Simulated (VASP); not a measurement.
# TiCo (Pm-3m) in VASP: settings compared, part 2 of 2

VASP 6.6.1.

### Step 3. Atomic charges, PBE+D3(BJ)+U, collinear spin, antiferromagnetic start

Input file INCAR:

```
SYSTEM = TiCo
ALGO = Normal
EDIFF = 1E-7
ENCUT = 520
GGA = PE
ISIF = 2
ISMEAR = 1
ISPIN = 2
IVDW = 12
LASPH = .TRUE.
LCHARG = .FALSE.
LDAU = .TRUE.
LDAUJ = 0 0
LDAUL = 2 2
LDAUPRINT = 1
LDAUTYPE = 2
LDAUU = 5.3 4
LMAXMIX = 4
LORBIT = 11
LREAL = .FALSE.
LWAVE = .FALSE.
MAGMOM = 2 -1
NELM = 100
PREC = Accurate
SIGMA = 0.1
```

Input file KPOINTS:

```
k-points
0
G
  9 9 9
  0 0 0
```

Input file POSCAR:

```
TiCo
1.0
    2.9861109900      0.0000000000      0.0000000000
    0.0000000000      2.9861109900      0.0000000000
    0.0000000000      0.0000000000      2.9861109900
Co Ti
1 1
Direct
    0.5000000000      0.5000000000      0.5000000000
    0.0000000000      0.0000000000      0.0000000000
```

Potentials or basis: VASP PAW PBE potentials, release 64 (Co, Ti_pv).

Run with:

```
$ cat potpaw_PBE.64/Co/POTCAR potpaw_PBE.64/Ti_pv/POTCAR > POTCAR
$ mpirun -np 1 vasp_std > vasp.out
```

Wall time 15 s (1 thread of Intel Xeon 6975P-C (Granite Rapids), shared host); peak memory 0.16 GiB.

The run converged. Its results:

- Free energy: -9.9635 eV
- Pressure: 12.3 GPa
- Band gap on the k mesh: none (metal or under the smearing width)
- Net moment: 0.97 μB per cell
- Site moments: Co +1.79; Ti -0.61 μB
- Valence electrons inside the program's atomic spheres: Co 8.43; Ti 8.56
- Dispersion energy per atom: -0.538 eV

Levels at points of the mesh, in eV from the Fermi level:
Spin up:
| k point | band 8 | band 9 | band 10 | band 11 | band 12 | band 13 |
| --- | --- | --- | --- | --- | --- | --- |
| (0.00, 0.00, 0.00) | -3.71 | -3.71 | 0.79 | 0.79 | 3.11 | 3.11 |
Spin down:
| k point | band 6 | band 7 | band 8 | band 9 | band 10 | band 11 | band 12 | band 13 |
| --- | --- | --- | --- | --- | --- | --- | --- | --- |
| (0.00, 0.00, 0.00) | -2.58 | -2.41 | -2.41 | -2.41 | 2.63 | 2.63 | 2.63 | 2.72 |

Eigenvalues of the final occupation matrices:
| site | spin | trace | eigenvalues |
| --- | --- | --- | --- |
| site 1 d | 1 | 4.59 | 0.90 0.90 0.90 0.94 0.94 |
| site 1 d | 2 | 2.80 | 0.13 0.13 0.84 0.84 0.84 |
| site 2 d | 1 | 0.67 | 0.06 0.06 0.18 0.18 0.18 |
| site 2 d | 2 | 1.21 | 0.24 0.24 0.24 0.25 0.25 |

Caveat: pairwise dispersion overbinds metals, which lowers pressure and volume; the U is typed as a test and isn't derived for this compound. The state reached can hang on the start; a lower one may exist.

### Step 4. Band structure, PW91, collinear spin, ferromagnetic start

Input file TiCo.cif:

```cif
data_TiCo
_cell_length_a 2.98611099
_cell_length_b 2.98611099
_cell_length_c 2.98611099
_cell_angle_alpha 90.00000000
_cell_angle_beta 90.00000000
_cell_angle_gamma 90.00000000
_space_group_name_H-M_alt 'Pm-3m'
_space_group_name_Hall '-P 4 2 3'
_space_group_IT_number 221
loop_
_space_group_symop_operation_xyz
'x,y,z'
'-x,-y,-z'
'-y,x,z'
'y,-x,-z'
'-x,-y,z'
'x,y,-z'
'y,-x,z'
'-y,x,-z'
'x,-y,-z'
'-x,y,z'
'-y,-x,-z'
'y,x,z'
'-x,y,-z'
'x,-y,z'
'y,x,-z'
'-y,-x,z'
'z,x,y'
'-z,-x,-y'
'z,-y,x'
'-z,y,-x'
'z,-x,-y'
'-z,x,y'
'z,y,-x'
'-z,-y,x'
'-z,x,-y'
'z,-x,y'
'-z,-y,-x'
'z,y,x'
'-z,-x,y'
'z,x,-y'
'-z,y,x'
'z,-y,-x'
'y,z,x'
'-y,-z,-x'
'x,z,-y'
'-x,-z,y'
'-y,z,-x'
'y,-z,x'
'-x,z,y'
'x,-z,-y'
'-y,-z,x'
'y,z,-x'
'-x,-z,-y'
'x,z,y'
'y,-z,-x'
'-y,z,x'
'x,-z,y'
'-x,z,-y'
loop_
_atom_site_label
_atom_site_type_symbol
_atom_site_symmetry_multiplicity
_atom_site_Wyckoff_symbol
_atom_site_fract_x
_atom_site_fract_y
_atom_site_fract_z
_atom_site_occupancy
Co1 Co 1 b 0.5000000000 0.5000000000 0.5000000000 1
Ti1 Ti 1 a 0.0000000000 0.0000000000 0.0000000000 1
```

Input file POSCAR:

```
Co Ti
 1.0000000000000000
     2.9861109899999998    0.0000000000000000    0.0000000000000000
     0.0000000000000000    2.9861109899999998    0.0000000000000000
     0.0000000000000000    0.0000000000000000    2.9861109899999998
 Co  Ti 
   1   1
Cartesian
  1.4930554949999999  1.4930554949999999  1.4930554949999999
  0.0000000000000000  0.0000000000000000  0.0000000000000000
```

Input file INCAR.step1:

```
PREC = Accurate ; ENCUT = 550
EDIFF = 1E-6 ; ISMEAR = -1
SIGMA = 0.02 ; LREAL = False
LASPH = True ; NELM = 100
ALGO = Fast ; ISIF = 2
LWAVE = False ; LCHARG = True
ISPIN = 2 ; MAGMOM = 2 1
LORBIT = 11 ; LMAXMIX = 4
GGA = 91
```

Input file KPOINTS.step1:

```
Automatic mesh
0
Gamma
  9 9 9
```

Input file INCAR.step2:

```
PREC = Accurate ; ENCUT = 550
EDIFF = 1E-6 ; ISMEAR = 0
SIGMA = 0.05 ; LREAL = False
LASPH = True ; NELM = 100
ALGO = Fast ; ISIF = 2
LWAVE = False ; LCHARG = False
ISPIN = 2 ; MAGMOM = 2 1
LORBIT = 11 ; LMAXMIX = 4
GGA = 91 ; ICHARG = 11
```

Input file KPOINTS.step2:

```
path GXMGRX,MR
20
line-mode
reciprocal
 0.0000000000  0.0000000000  0.0000000000  G
 0.0000000000  0.5000000000  0.0000000000  X

 0.0000000000  0.5000000000  0.0000000000  X
 0.5000000000  0.5000000000  0.0000000000  M

 0.5000000000  0.5000000000  0.0000000000  M
 0.0000000000  0.0000000000  0.0000000000  G

 0.0000000000  0.0000000000  0.0000000000  G
 0.5000000000  0.5000000000  0.5000000000  R

 0.5000000000  0.5000000000  0.5000000000  R
 0.0000000000  0.5000000000  0.0000000000  X

 0.5000000000  0.5000000000  0.0000000000  M
 0.5000000000  0.5000000000  0.5000000000  R
```

Potentials or basis: VASP PAW PBE potentials, release 64 (Co_GW, Ti_sv_GW).

Run with:

```
$ ase convert -i cif -o vasp TiCo.cif POSCAR
$ cat potpaw_PBE.64/Co_GW/POTCAR potpaw_PBE.64/Ti_sv_GW/POTCAR > POTCAR
$ cp INCAR.step1 INCAR
$ cp KPOINTS.step1 KPOINTS
$ mpirun -np 1 vasp_std > vasp.out
$ cp INCAR.step2 INCAR
$ cp KPOINTS.step2 KPOINTS
$ mpirun -np 1 vasp_std > vasp.out
```

It took 2.5 min on 1 thread of Intel Xeon 6975P-C (Granite Rapids), shared host; peak memory 0.24 GiB.

Results (log left out):

| Property | Result |
| --- | --- |
| Band gap along the path | none (metal or under the smearing width) |
| Net moment | 0.66 μB per cell |

Levels at the corners of the path, in eV from the Fermi level:
Spin up:
```tsv
point	band 9	band 10	band 11	band 12	band 13	band 14
Γ	-1.81	-1.81	0.51	0.51	2.61	2.61
X	-1.91	-1.44	-0.78	-0.43	0.59	0.59
X	-1.91	-1.44	-0.78	-0.43	0.59	0.59
M	-1.26	-0.64	0.63	0.63	1.07	2.41
M	-1.26	-0.64	0.63	0.63	1.07	2.41
Γ	-1.81	-1.81	0.51	0.51	2.61	2.61
Γ	-1.81	-1.81	0.51	0.51	2.61	2.61
R	-2.14	-2.14	-1.23	-1.23	3.10	3.10
R	-2.14	-2.14	-1.23	-1.23	3.10	3.10
X	-1.91	-1.44	-0.78	-0.43	0.59	0.59
M	-1.26	-0.64	0.63	0.63	1.07	2.41
R	-2.14	-2.14	-1.23	-1.23	3.10	3.10
```
Spin down:
```
point  band 6  band 7  band 8  band 9  band 10  band 11  band 12  band 13  band 14  band 15
    Γ   -3.62   -3.62   -1.38   -1.38    -1.38     0.90     0.90     2.69     2.69     2.69
    X   -3.79   -2.05   -1.45   -1.45    -0.94    -0.85     0.41     0.60     0.60     2.16
    X   -3.79   -2.05   -1.45   -1.45    -0.94    -0.85     0.41     0.60     0.60     2.16
    M   -3.72   -2.35   -2.35   -0.22     0.12     0.61     0.61     1.21     2.56     2.56
    M   -3.72   -2.35   -2.35   -0.22     0.12     0.61     0.61     1.21     2.56     2.56
    Γ   -3.62   -3.62   -1.38   -1.38    -1.38     0.90     0.90     2.69     2.69     2.69
    Γ   -3.62   -3.62   -1.38   -1.38    -1.38     0.90     0.90     2.69     2.69     2.69
    R   -2.36   -2.36   -2.13   -2.13    -2.13    -0.19    -0.19     3.06     3.06     7.11
    R   -2.36   -2.36   -2.13   -2.13    -2.13    -0.19    -0.19     3.06     3.06     7.11
    X   -3.79   -2.05   -1.45   -1.45    -0.94    -0.85     0.41     0.60     0.60     2.16
    M   -3.72   -2.35   -2.35   -0.22     0.12     0.61     0.61     1.21     2.56     2.56
    R   -2.36   -2.36   -2.13   -2.13    -2.13    -0.19    -0.19     3.06     3.06     7.11
```

Caveat: the log is that of the step along the path at fixed density, whose energy, stress, charges and moments have no meaning; the PAW data sets were made with another functional, which shifts forces and pressure a little.

### Step 5. Summary

```csv
task,level,potentials or basis,spin,U,cell,k mesh,cutoff (eV),smearing,k mesh for the DOS,occupations for the DOS,further INCAR settings,moment (μB)
density of states,PBE+D2,"VASP PAW PBE potentials, release 64 (Co_sv_GW, Ti_sv_GW)","non-collinear, zero start",-,volume scaled by 0.92,7 × 7 × 7,600,gaussian 0.1 eV,11 × 11 × 11,tetrahedron,ALGO = Normal; EDIFF = 1e-07,0.00
atomic charges,PBE+D3(BJ)+U,"VASP PAW PBE potentials, release 64 (Co, Ti_pv)","collinear, antiferromagnetic start","Co d U = 5.3 eV, Ti d U = 4 eV",as given,9 × 9 × 9,520,methfessel-paxton 0.1 eV,-,-,ALGO = Normal; EDIFF = 1e-07,0.97
band structure,PW91,"VASP PAW PBE potentials, release 64 (Co_GW, Ti_sv_GW)","collinear, ferromagnetic start",-,as given,9 × 9 × 9,550,fermi-dirac 0.02 eV,-,-,ALGO = Fast; EDIFF = 1e-06,0.66
```

Caveats: pairwise dispersion overbinds metals, which lowers pressure and volume (some runs); atom-pairwise D2, TS and ULG terms overbind metals (some runs); the U is typed as a test and isn't derived for this compound (some runs); the PAW data sets were made with another functional, which shifts forces and pressure a little (some runs).

Absolute energies hang on the potentials; compare differences alone.
